**Why does tin dioxide push back harder with every equal squeeze?**

I have a computed compression curve for SnO₂ in its rutile structure. The volume per atom changes in equal steps, and the cell keeps its shape, so all distances grow or shrink together.

Ansatz 0.2.0, plane-wave DFT with the m-r2SCAN functional and Ansatz PAW potentials for rutile SnO₂ (500 eV cutoff, 6×6×8 k mesh, Fermi-Dirac smearing of 0.05 eV, no spin polarisation). Cell shape and fractional coordinates are held fixed at every volume, and energies are counted from the minimum of the fitted curve.

```csv
volume (Å³/atom),energy (meV/atom),pressure (GPa)
11.21,51.50,19.840
11.45,26.63,13.710
11.68,10.38,8.230
11.92,1.84,3.340
12.16,0.19,-1.040
12.40,4.71,-4.950
12.64,14.72,-8.440
```

I had pictured the crystal as a network of springs, for which equal steps should cost roughly equal extra pressure. Yet the first step at the compressed end changes the pressure by 19.8 − 13.7 = 6.1 GPa, and the last step at the stretched end by only 8.44 − 4.95, or about 3.5 GPa. Is something changing in the material along the way, or is this simply what a stiff oxide does? And why is there already more than 3 GPa at 11.92, where the energy is close to its minimum?

**Answer**

Two numbers are worth remembering here. When the Sn–O bonds of this oxide become 1 % shorter, its resistance to compression rises by about 14 %. A network of perfect springs would manage about 3 %. Both stiffen when squeezed, but the crystal does so nearly five times as strongly, and the difference comes from the shape of the forces between the atoms. Nothing in the table points to a change in the material, and relative stiffening of about this size is what one expects of most ordinary solids, stiff or soft.

The quantity to follow is the bulk modulus B, the pressure needed per fractional loss of volume. Between two neighbouring rows it is the volume midway, times the change in pressure, divided by the change in volume. For the first two rows this gives 11.33 × 6.13 / 0.24, or about 290 GPa. At the stretched end the same recipe gives about 183 GPa. The modulus falls in every interval between these two, without a jump, so the table shows no sign of a sudden change in the state of the electrons. A change of crystal structure could not show up here, because the cell shape and the relative atomic positions were held fixed. Real SnO₂ is known to distort away from the rutile symmetry at pressures like those of the most compressed rows, so those rows describe a constrained cell.

What makes this striking is how little the atoms move. The Sn–O distance grows from 2.01 Å to 2.09 Å over the whole table, a change of 4 %, and between the first and the last interval, a slightly shorter span, the modulus loses more than a third of its value.

Part of that is plain geometry, and it is the part your springs already contain. Take a spring that is perfect in length, so that its force is proportional to how far it is squeezed. A modulus is a stiffness per length, so a 1 % shorter cell is 1 % stiffer for that reason alone. The squeezed spring also presses on an area that shrinks as it is compressed, which adds another 2 %. That makes 3 %, and no adjustment of the spring constant can change it.

The energies show where this picture fails. A spring network with the same minimum and the same modulus there costs 47 meV per atom at the smallest volume, where the calculation gives 51.5. At the largest volume it costs 15.5 meV, where the calculation gives 14.7. Real compression is dearer than the springs predict, and real expansion is cheaper. The forces between the atoms must therefore be lopsided.

A simple model explains this as a contest between a slow attraction and a steep repulsion. The bonds in SnO₂ are partly ionic and partly covalent. The model keeps only the ionic part of the attraction, which reaches over many neighbours and changes gently with distance. The repulsion appears when the filled electron shells of tin and oxygen begin to overlap. The Pauli principle then forces electrons into states of higher energy, and because the overlap dies away quickly with distance, a small change in bond length alters this cost a great deal. The table gives total energies and pressures, which do not separate the two terms, so this assignment rests on theory.

The consequences can be worked out in a few lines. Let x be any distance in the crystal divided by its value at the energy minimum. Write the attraction as −1/x, which is exact for fixed point charges when all distances scale together, and the repulsion as 1/xⁿ, each with its own strength. At the minimum the two forces balance. Since pressure is force per area, and the area goes as x², it follows that

P ∝ 1/xⁿ⁺³ − 1/x⁴.

The modulus measures how fast this pressure changes with volume. Differentiating brings each exponent down as a factor:

B ∝ (n + 3)/xⁿ⁺³ − 4/x⁴.

Fitting this law to the energies of all seven rows, with the minimum held in place, gives n close to 7. The modulus is then proportional to 10/x¹⁰ − 4/x⁴, which is 10 − 4 = 6 at the minimum. Now shorten every distance by 1 %. To first order, the repulsive term grows by 10 %, from 10 to 11, and the attractive term by 4 %, from 4 to 4.16. The difference grows by 0.84, and 0.84/6 is 14 %.

This small sum contains the main point. In this law the stiffness is a large, steep term minus a smaller, gentle one, so in relative terms it changes faster than either of them. Squeezing drives the atoms up the repulsive wall. Stretching lets the wall fade, while the attraction, which in this law works against stiffness, fades much more slowly.

The law reproduces the pressures, which were not used in the fit, to within about 0.01 GPa. That is a test of consistency more than an independent success, because energy and pressure describe the same curve. Nor does the match single out this law: over so narrow a range the curve holds little more than its minimum, its modulus and the slope of that modulus, and the run's own equation-of-state fit follows the energies to about 0.003 meV per atom. It is also no licence to read ionic charges from the result. An attraction falling as 1/x³, paired with a repulsion close to 1/x⁵, matches the energies just as well. The curve fixes only the sum of the two exponents, which is about 8 in both cases.

That sum is what you need for judging a related solid. For an attraction 1/xᵐ and a repulsion 1/xⁿ, the modulus near the minimum changes by m + n + 6 percent for each percent of length. For the same kind of attraction, a steeper repulsive wall therefore means faster relative stiffening, whatever the modulus is to begin with. In terms of pressure, the rule for SnO₂ is that near the minimum each additional GPa raises the modulus by about 4.7 GPa.

The pressure at 11.92 has a simpler origin. With the meta-GGA functional and the frozen cell shape used here, the energy minimum lies at 12.10 Å³ per atom, so the cell at 11.92 is already compressed by 1.5 %. With a modulus of 216 GPa at the minimum, that amounts to 216 × 0.015, or about 3.2 GPa, close to the value in the table. The energy hardly reveals this, because it is flat near its minimum, whereas the pressure measures its slope and responds at once.

One feature of the calculation matters if you want to use the modulus itself. A real crystal under pressure can adjust the ratio of its edges and shift its oxygen atoms, and both were frozen here. Such freedom generally makes a crystal softer, so a fully relaxed calculation with the same functional would be expected to give a modulus somewhat below 216 GPa.

For practical work, the lesson is how far the linear estimate, modulus at the minimum times fractional change of volume, can be trusted. At the smallest volume the crystal has lost 7.4 % of its equilibrium volume, and 216 × 0.074 gives 16 GPa, where the calculation finds nearly 20. The same comparison in the other rows leads to one rule: for each percent of volume squeezed out, this linear estimate of the pressure falls short by a further 3 % or so, and for each percent of expansion it overstates the tension by about as much.

Numerical output:

```
fit of energy on 7 rows: coefficient of (1 - 1/s - 1/ratio + ratio**(-s)/s)/(s - 1) 146625 +/- 14, s 7.038; rms 0.0048, worst 11.45 -0.00811, leave-one-out rms 0.0154
fit of energy on 7 rows: coefficient of (1/3 - 1/s - ratio**(-3)/3 + ratio**(-s)/s)/(s - 3) 146633 +/- 11, s 5.081; rms 0.00387, worst 12.4 -0.00663, leave-one-out rms 0.00937
Models and stiffness (modulus is between this row and the one before):
    row  Sn-O_A  spring_meV  two-term_meV  two-term_GPa  modulus_GPa
  11.21    2.01       46.85          51.5         19.85          n/a
  11.45   2.024       24.86         26.62         13.71        291.2
  11.68   2.038       9.939         10.38         8.229        265.8
  11.92   2.052       1.807          1.84         3.335        242.1
  12.16   2.066      0.1938        0.1926        -1.039        221.2
   12.4   2.079       4.847         4.704        -4.951        201.4
  12.64   2.092       15.53         14.72        -8.449        183.2
Sn-O distance at the energy minimum, angstrom: 2.062
Change of Sn-O distance over the whole table, percent of the shortest: 4.086
Modulus in the most compressed interval, GPa: 291.2
Modulus in the most expanded interval, GPa: 183.2
Fall of the modulus between these intervals, percent: 37.07
Same fall for the length spring, percent: 9.494
Percent of modulus lost per percent of length, computed: 13.88
Percent of modulus lost per percent of length, spring: 2.99
Spring energy less computed, each row, meV/atom: 11.21 -4.648, 11.45 -1.771, 11.68 -0.4406, 11.92 -0.03304, 12.16 0.003835, 12.4 0.137, 12.64 0.8079
Modulus at the minimum from the 1/L two-term law, GPa: 215.7
Modulus slope from the 1/L two-term law: 4.679
Modulus slope from the 1/L^3 two-term law: 4.694
Largest pressure miss of the 1/L two-term law, GPa: 0.009496
```
